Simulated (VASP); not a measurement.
Input of a VASP 6.6.1 run:

INCAR

```
PREC = Accurate
ENCUT = 520
EDIFF = 1E-8
ISMEAR = -1
SIGMA = 0.05
LREAL = F
LASPH = T
NELM = 100
ALGO = Fast
ISIF = 2
LWAVE = F
LCHARG = F
GGA = PE
LEPSILON = T
IBRION = 8
```

File KPOINTS:

```
regular mesh
0
Gamma
  13 13 13
```

Contents of POSCAR:

```
C
1.0
    0.0000000000      1.7833700000      1.7833700000
    1.7833700000      0.0000000000      1.7833700000
    1.7833700000      1.7833700000      0.0000000000
C
2
Direct
    0.7500000000      0.7500000000      0.7500000000
    0.5000000000      0.5000000000      0.5000000000
```

Potentials or basis: VASP PAW PBE potentials, release 64 (C).

Launch:

```sh
$ cat potpaw_PBE.64/C/POTCAR > POTCAR
$ mpirun -np 1 vasp_std > vasp.out
```

Problem. Predict the electronic dielectric tensor (diagonal).

Solution. 5.85.

Problem. What does it give for the Born charges (mean of the diagonal)?

Solution. C +0.00 e.

Problem. Predict the band gap on the k mesh.

Solution. 4.14 eV, indirect (least direct gap 5.59 eV).

Problem. What does it give for the highest phonon frequency at Γ?

Solution. 1298 cm⁻¹.

Born effective charge tensors (e):
atom 1, C
```
0.00 0.00 0.00
0.00 0.00 0.00
0.00 0.00 0.00
```
atom 2, C
```
0.00 0.00 0.00
0.00 0.00 0.00
0.00 0.00 0.00
```

Caveat: an odd mesh through Γ misses points on the zone boundary, where band edges often lie.
